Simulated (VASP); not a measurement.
# TiO2 (P4_2/mnm) in VASP: notebook

Runs on TiO2. Level: PBE. Tasks: dielectric tensor.

All numbers are computed with VASP 6.6.1; they aren't measurements. Logs are shortened: lines on timing, memory, paths and dates and some standing lists are left out, and cuts for length are marked.

### 1 Starting point

The structure is tetragonal, space group P4_2/mnm (No. 136). The conventional cell has a = 4.600 Å, b = 4.600 Å, c = 2.959 Å, α = 90.00°, β = 90.00°, γ = 90.00°. Ti (site symmetry mmm) has 6 O at 1.95 to 1.98 Å as nearest neighbours. Around O (site symmetry m2m) lie 3 Ti at 1.95 to 1.98 Å.

The cell is a database's computed one.

### 2 Dielectric tensor, PBE

Input file INCAR:

```
  PREC = Accurate
  ENCUT = 400
  EDIFF = 1E-8
  ISMEAR = 0
  SIGMA = 0.01
  LREAL = F
  LASPH = T
  NELM = 100
  ALGO = Normal
  ISIF = 2
  LWAVE = F
  LCHARG = F
  GGA = PE
  LEPSILON = T
```

Input file KPOINTS:

```
regular mesh
0
Gamma
  3 3 4
```

Input file POSCAR:

```
TiO2
1.0
    4.5998373239      0.0000000000      0.0000000000
    0.0000000000      4.5998373239      0.0000000000
    0.0000000000      0.0000000000      2.9592135600
Ti O
2 4
Direct
    0.0000000000      0.0000000000      0.5000000000
    0.5000000000      0.5000000000      0.0000000000
    0.3043213200      0.3043213200      0.5000000000
    0.1956786800      0.8043213200      0.0000000000
    0.8043213200      0.1956786800      0.0000000000
    0.6956786800      0.6956786800      0.5000000000
```

Potentials or basis: VASP PAW PBE potentials, release 64 (Ti_sv, O).

The run is started by

```
> cat potpaw_PBE.64/Ti_sv/POTCAR potpaw_PBE.64/O/POTCAR > POTCAR
> mpirun -np 1 vasp_std > vasp.out
```

OUTCAR:

```text
PREC = Accurate
   ENCUT = 400
   EDIFF = 1E-8
   ISMEAR = 0
   LREAL = F
   LASPH = T
   NELM = 100
   ISIF = 2
   GGA = PE
   LEPSILON = T

 Found      9 irreducible k-points:

 Following reciprocal coordinates:
            Coordinates               Weight
  0.000000  0.000000  0.000000      1.000000
  0.333333  0.000000  0.000000      4.000000
  0.333333  0.333333  0.000000      4.000000
  0.000000  0.000000  0.250000      2.000000
  0.333333  0.000000  0.250000      8.000000
  0.333333  0.333333  0.250000      8.000000
   k-points           NKPTS =      9   k-points in BZ     NKDIM =      9   number of bands    NBANDS=     28
   number of dos      NEDOS =    301   number of ions     NIONS =      6
   total plane-waves  NPLWV =  18000
   dimension x,y,z NGX =    30 NGY =   30 NGZ =   20
   dimension x,y,z NGXF=    60 NGYF=   60 NGZF=   40
   ions per type =               2   4
   NGX,Y,Z   is equivalent  to a cutoff of  10.84, 10.84, 11.24 a.u.
   NGXF,Y,Z  is equivalent  to a cutoff of  21.69, 21.69, 22.47 a.u.
 SYSTEM =  unknown system
   PREC   = accura    normal or accurate (medium, high low for compatibility)
   ISTART =      0    job   : 0-new  1-cont  2-samecut
   ICHARG =      2    charge: 1-file 2-atom 10-const
   ISPIN  =      1    spin polarized calculation?
   LNONCOLLINEAR =      F non collinear calculations
   LSORBIT =      F    spin-orbit coupling
   LASPH  =      T    aspherical Exc in radial PAW
   ENCUT  =  400.0 eV  29.40 Ry    5.42 a.u.   7.50  7.50  4.83*2*pi/ulx,y,z
   NELM   =    100;   NELMIN=  2; NELMDL= -5     # of ELM steps
   EDIFF  = 0.1E-07   stopping-criterion for ELM
   LREAL  =      F    real-space projection
   EDIFFG = 0.1E-06   stopping-criterion for IOM
   NSW    =      0    number of steps for IOM
   IBRION =     -1    ionic relax: 0-MD 1-quasi-New 2-CG
   NFREE  =      0    steps in history (QN), initial steepest desc. (CG)
   ISIF   =      2    stress and relaxation
   ISYM   =      2    0-nonsym 1-usesym 2-fastsym
   POTIM  = 0.5000    time-step for ionic-motion
   TEBEG  =    0.0;   TEEND  =   0.0 temperature during run
   PSTRESS=    0.0 pullay stress
   NELECT =      48.0000    total number of electrons
   NUPDOWN=      -1.0000    fix difference up-down
   EMIN   =  10.00;   EMAX   =-10.00  energy-range for DOS
   EFERMI =   0.00;   METHOD = LEGACY
   ISMEAR =     0;   SIGMA  =   0.01  broadening in eV -4-tet -1-fermi 0-gaus
   EFERMI_NEDOS =   21; number of points for ismear=-14 and -15
   IALGO  =     38    algorithm
   IMIX   =      4    mixing-type and parameters
     AMIX     =   0.40;   BMIX     =  1.00
     AMIX_MAG =   1.60;   BMIX_MAG =  1.00
  volume/ion in A,a.u.               =      10.44        70.42
  Fermi-wavevector in a.u.,A,eV,Ry     =   1.498309  2.831394 30.544140  2.244931
  Thomas-Fermi vector in A             =   2.610085
   LORBIT       =      0    0 simple, 1 ext, 2 COOP (PROOUT), +10 PAW based schemes
[... 246 lines left out ...]

 HEAD OF MICROSCOPIC STATIC DIELECTRIC TENSOR (INDEPENDENT PARTICLE, excluding Hartree and local field effects)
 ------------------------------------------------------
           7.768863    -0.000000     0.000000
           0.000000     7.768863     0.000000
           0.000000     0.000000     9.325243
 ------------------------------------------------------

 Free energy of the ion-electron system (eV)
  ---------------------------------------------------
  ---------------------------------------------------
  free energy    TOTEN  =        -1.18899876 eV

  energy without entropy =       -1.18899876

------------------------ aborting loop because EDIFF is reached ----------------------------------------

--------------------------------------- Ionic step        2  -------------------------------------------

------------------------ aborting loop because EDIFF is reached ----------------------------------------

--------------------------------------- Ionic step        3  -------------------------------------------

 Free energy of the ion-electron system (eV)
  ---------------------------------------------------
  ---------------------------------------------------
  free energy    TOTEN  =        -1.48907190 eV

  energy without entropy =       -1.48907190

------------------------ aborting loop because EDIFF is reached ----------------------------------------

 PIEZOELECTRIC TENSOR FIELD DIRECTION 3  (e Angst)
 -----------------------------------------------------------------------------
    -0.00238 -0.00000  0.00000           (  0.00006  0.00000  0.00000)
     0.00000 -0.00238  0.00000           (  0.00000  0.00006  0.00000)
     0.00000  0.00000  0.00268           (  0.00000  0.00000 -0.00028)

 PIEZOELECTRIC TENSOR FIELD DIRECTION 3  (C/m^2)
 -----------------------------------------------------------------------------
    -0.00061 -0.00000  0.00000
     0.00000 -0.00061  0.00000
     0.00000  0.00000  0.00068

 MACROSCOPIC STATIC DIELECTRIC TENSOR (including local field effects in DFT)
 ------------------------------------------------------
           7.561530    -0.000000     0.000000
          -0.000000     7.561530     0.000000
           0.000000     0.000000     9.212387
 ------------------------------------------------------

 PIEZOELECTRIC TENSOR (including local field effects)  for field in x, y, z        (e  Angst)
          XX          YY          ZZ          XY          YZ          ZX
  --------------------------------------------------------------------------------
  x     0.00000     0.00000     0.00000     0.00000     0.00000     0.00000
  y     0.00000     0.00000     0.00000     0.00000     0.00000     0.00000
  z     0.00000     0.00000     0.00000     0.00000     0.00000     0.00000

 PIEZOELECTRIC TENSOR (including local field effects)  for field in x, y, z        (C/m^2)
          XX          YY          ZZ          XY          YZ          ZX
  --------------------------------------------------------------------------------
  x     0.00000     0.00000     0.00000     0.00000     0.00000     0.00000
  y     0.00000     0.00000     0.00000     0.00000     0.00000     0.00000
  z     0.00000     0.00000     0.00000     0.00000     0.00000     0.00000

 BORN EFFECTIVE CHARGES (including local field effects) (in |e|, cummulative output)
 ---------------------------------------------------------------------------------
 ion    1
    1     6.42551     1.00732     0.00000
    2     1.00732     6.42551     0.00000
    3     0.00000     0.00000     7.95505
 ion    2
    1     6.42551    -1.00732     0.00000
    2    -1.00732     6.42551     0.00000
    3     0.00000     0.00000     7.95505
 ion    3
    1    -3.21275    -1.87808     0.00000
    2    -1.87808    -3.21275     0.00000
    3     0.00000     0.00000    -3.97752
 ion    4
    1    -3.21275     1.87808     0.00000
    2     1.87808    -3.21275     0.00000
    3     0.00000     0.00000    -3.97752
 ion    5
    1    -3.21275     1.87808     0.00000
    2     1.87808    -3.21275     0.00000
    3     0.00000     0.00000    -3.97752
 ion    6
    1    -3.21275    -1.87808     0.00000
    2    -1.87808    -3.21275     0.00000
    3     0.00000     0.00000    -3.97752
```

It took 2.3 min on 1 thread of Intel Xeon 6975P-C (Granite Rapids), shared host; peak memory 0.18 GiB.

The run converged, but some of its settings lie outside the range that counts as converged, so its numbers aren't taken as properties of the crystal.

Results:

| Item | Value |
| --- | --- |
| Band gap on the k mesh | 1.84 eV, direct |
| Electronic dielectric tensor (diagonal) | 7.56, 7.56, 9.21 |
| Born charges (mean of the diagonal) | Ti +6.94; O -3.47 e |

Caveat: the k mesh is coarse (spacing up to 0.53 Å⁻¹), so the values aren't converged; an odd mesh through Γ misses points on the zone boundary, where band edges often lie.

### 3 Dielectric tensor, PBE

INCAR: that of step 2 with these lines changed.

```diff
@@ -1,3 +1,3 @@
   PREC = Accurate
-  ENCUT = 400
+  ENCUT = 460
   EDIFF = 1E-8
```

Input file KPOINTS:

```
regular mesh
0
Gamma
  3 3 5
```

POSCAR is that of step 2.

Potentials or basis: VASP PAW PBE potentials, release 64 (Ti_sv, O).

The run is started by

```
> cat potpaw_PBE.64/Ti_sv/POTCAR potpaw_PBE.64/O/POTCAR > POTCAR
> mpirun -np 1 vasp_std > vasp.out
```

OUTCAR:

```text
PREC = Accurate
   ENCUT = 460
   EDIFF = 1E-8
   ISMEAR = 0
   LREAL = F
   LASPH = T
   NELM = 100
   ISIF = 2
   GGA = PE
   LEPSILON = T

 Found      9 irreducible k-points:

 Following reciprocal coordinates:
            Coordinates               Weight
  0.000000  0.000000  0.000000      1.000000
  0.333333  0.000000  0.000000      4.000000
  0.333333  0.333333  0.000000      4.000000
  0.000000  0.000000  0.200000      2.000000
  0.333333  0.000000  0.200000      8.000000
  0.333333  0.333333  0.200000      8.000000
   k-points           NKPTS =      9   k-points in BZ     NKDIM =      9   number of bands    NBANDS=     28
   number of dos      NEDOS =    301   number of ions     NIONS =      6
   total plane-waves  NPLWV =  24576
   dimension x,y,z NGX =    32 NGY =   32 NGZ =   24
   dimension x,y,z NGXF=    64 NGYF=   64 NGZF=   48
   ions per type =               2   4
   NGX,Y,Z   is equivalent  to a cutoff of  11.57, 11.57, 13.48 a.u.
[... 337 lines left out ...]
  x     0.00000     0.00000     0.00000     0.00000     0.00000     0.00000
  y     0.00000     0.00000     0.00000     0.00000     0.00000     0.00000
  z     0.00000     0.00000     0.00000     0.00000     0.00000     0.00000

 PIEZOELECTRIC TENSOR (including local field effects)  for field in x, y, z        (C/m^2)
          XX          YY          ZZ          XY          YZ          ZX
  --------------------------------------------------------------------------------
  x     0.00000     0.00000     0.00000     0.00000     0.00000     0.00000
  y     0.00000     0.00000     0.00000     0.00000     0.00000     0.00000
  z     0.00000     0.00000     0.00000     0.00000     0.00000     0.00000

 BORN EFFECTIVE CHARGES (including local field effects) (in |e|, cummulative output)
 ---------------------------------------------------------------------------------
 ion    1
    1     6.43846     1.01750     0.00000
    2     1.01750     6.43846     0.00000
    3     0.00000     0.00000     7.82952
 ion    2
    1     6.43846    -1.01750     0.00000
    2    -1.01750     6.43846     0.00000
    3     0.00000     0.00000     7.82952
 ion    3
    1    -3.21923    -1.86584     0.00000
    2    -1.86584    -3.21923     0.00000
    3     0.00000     0.00000    -3.91476
 ion    4
    1    -3.21923     1.86584     0.00000
    2     1.86584    -3.21923     0.00000
    3     0.00000     0.00000    -3.91476
 ion    5
    1    -3.21923     1.86584     0.00000
    2     1.86584    -3.21923     0.00000
    3     0.00000     0.00000    -3.91476
 ion    6
    1    -3.21923    -1.86584     0.00000
    2    -1.86584    -3.21923     0.00000
    3     0.00000     0.00000    -3.91476
```

OSZICAR:

```text
N       E                     dE             d eps       ncg     rms          rms(c)
DAV:   1     0.656813909113E+03    0.65681E+03   -0.23599E+04   512   0.188E+03
DAV:   2     0.575244254808E+02   -0.59929E+03   -0.57640E+03   540   0.571E+02
[... 12 lines left out ...]
RMM:  12    -0.146676081183E+01   -0.15003E-04   -0.73470E-05  1034   0.441E-03    0.230E-04
RMM:  13    -0.146676670847E+01   -0.58966E-05   -0.46389E-05  1141   0.282E-03    0.103E-04
RMM:  14    -0.146676600208E+01    0.70639E-06   -0.34385E-05  1074   0.210E-03    0.594E-05
RMM:  15    -0.146676927207E+01   -0.32700E-05   -0.22179E-05  1072   0.176E-03    0.295E-05
RMM:  16    -0.146676846661E+01    0.80546E-06   -0.13190E-05   984   0.159E-03    0.113E-05
RMM:  17    -0.146676859322E+01   -0.12661E-06   -0.12798E-05   941   0.152E-03    0.192E-05
RMM:  18    -0.146676898082E+01   -0.38760E-06   -0.79709E-06   888   0.148E-03    0.393E-06
```

It took 2.2 min on 1 thread of Intel Xeon 6975P-C (Granite Rapids), shared host; peak memory 0.21 GiB.

These settings aren't checked as converged: the numbers below hold their error.

What came out:

- Band gap on the k mesh: 1.84 eV, direct
- Electronic dielectric tensor (diagonal): 7.66, 7.66, 9.09
- Born charges (mean of the diagonal): Ti +6.90; O -3.45 e

Caveat: the k mesh is coarse (spacing up to 0.46 Å⁻¹), so the values aren't converged; an odd mesh through Γ misses points on the zone boundary, where band edges often lie.

[end of part 1 of 2]
